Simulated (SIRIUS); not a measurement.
Al:

```
Al
1.0
     4.54673    0.00000    0.00000
    -2.27337    3.93758    0.00000
     0.00000    0.00000    2.75393
Al
2
Direct
  0.33333 0.66667 0.50000
  0.66667 0.33333 0.50000
```

The cell was built by a generator and needn't be a form met in nature.

```yaml
Program: SIRIUS 7.10.0
Task: relaxation of cell and atoms
Functional: PBE
Dispersion: D3
Potentials_or_basis: PseudoDojo 0.4.1 PBE standard (scalar relativistic)
Cutoff: 557 eV
Density_cutoff: 2229 eV
k_mesh: 5 × 5 × 7
Occupations: fermi-dirac, width 0.05 eV
Spin: no spin polarisation
```

At the start: pressure -0.6 GPa; volume 24.65 Å³/atom.

**Question.** How do energy, volume and symmetry change on relaxing?

**Answer.** Over 3 steps the energy falls by 2.9 meV/atom and the volume is 24.31 Å³/atom (-1.4 %); space group P6/mmm (No. 191, to 0.05 Å).

The path:
| step | energy change (eV) | largest force (eV/Å) | pressure (GPa) | volume (Å³) |
| --- | --- | --- | --- | --- |
| 1 | 0.0000 | 0.0002 | -0.57 | 49.30 |
| 2 | -0.0015 | 0.0002 | -0.51 | 49.21 |
| 3 | -0.0059 | 0.0002 | -0.04 | 48.61 |

Final structure:
```xyz
2
Lattice="4.5542 0.0000 0.0000 -2.2771 3.9440 0.0000 0.0000 0.0000 2.7065" Properties=species:S:1:pos:R:3 pbc="T T T"
Al    0.0000    2.6294    1.3533
Al    2.2771    1.3147    1.3533
```

Caveat: pairwise dispersion overbinds metals, which lowers pressure and volume.
